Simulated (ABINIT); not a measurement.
Runs of ABINIT 10.8.3 (patched build) on MoP. Symmetry: P-6m2, No. 187, hexagonal system. Conventional cell: a = 3.223 Å, b = 3.223 Å, c = 3.191 Å, α = 90.00°, β = 90.00°, γ = 120.00°. Around Mo (site symmetry -6m2) lie 6 P at 2.45 Å. P (site symmetry -6m2) has 6 Mo at 2.45 Å as nearest neighbours. 

```tsv
task	level	potentials or basis	k mesh	cutoff (eV)	fine-grid cutoff	mesh quality	gap on the mesh (eV)	pressure (GPa)	V0 of scaled cells (Å³/atom)	B0 (GPa)
equation of state	LDA-PZ	JTH PAW LDA v2.0	10 × 10 × 8	544	1088.46 eV	not flagged	-	-	13.95	250
band structure	LDA	PseudoDojo NC SR LDA v0.4 stringent	10 × 10 × 8	1088	-	not flagged	none	-7.4	-	-
band structure	BLYP	JTH PAW PBE v2.0	10 × 10 × 8	544	1088.46 eV	not flagged	none	14.0	-	-
single point	PBEsol	JTH PAW PBE v2.0	4 × 4 × 3	544	1088.46 eV	coarse	none	(a)	-	-
equation of state	PBEsol	JTH PAW PBE v2.0	10 × 10 × 8	408	816.342 eV	not flagged	-	-	14.19	241
band structure	AM05	JTH PAW PBE v2.0	10 × 10 × 8	544	1088.46 eV	not flagged	none	(b)	-	-
equation of state	LDA	JTH PAW LDA v2.0	10 × 10 × 8	408	816.342 eV	not flagged	-	-	13.95	250
single point	r2SCAN	JTH PAW PBE v2.0	4 × 4 × 3	653	1251.72 eV	coarse	none	2.3	-	-
single point	LDA	JTH PAW LDA v2.0	8 × 8 × 6	544	1088.46 eV	not flagged	none	(c)	-	-
single point	LDA	JTH PAW LDA v2.0	4 × 4 × 3	544	1088.46 eV	coarse	none	-6.5	-	-
single point	r2SCAN	JTH PAW PBE v2.0	8 × 8 × 6	653	1251.72 eV	not flagged	none	1.7	-	-
```

Alike in all rows: no spin polarisation; cell as given; smearing fermi-dirac 0.05 eV.

Q: Fill in the values left out.

A: (a) -2.5; (b) -4.9; (c) -7.0.

Caveats: some runs use coarse meshes; the PAW data sets were made with another functional, which shifts forces and pressure a little (some runs); pressures at fixed basis lie under the slope of the energies (some runs); the cell was scaled at fixed shape and fractional positions, which overstates the stiffness of a crystal with free parameters, most of all of layers and chains (some runs).

A k mesh can miss the band edges, and the runs leave out spin-orbit coupling on Mo.

A gap of «none» marks a metal or a gap under the smearing width.

Runs at the PBE level aren't shown here.
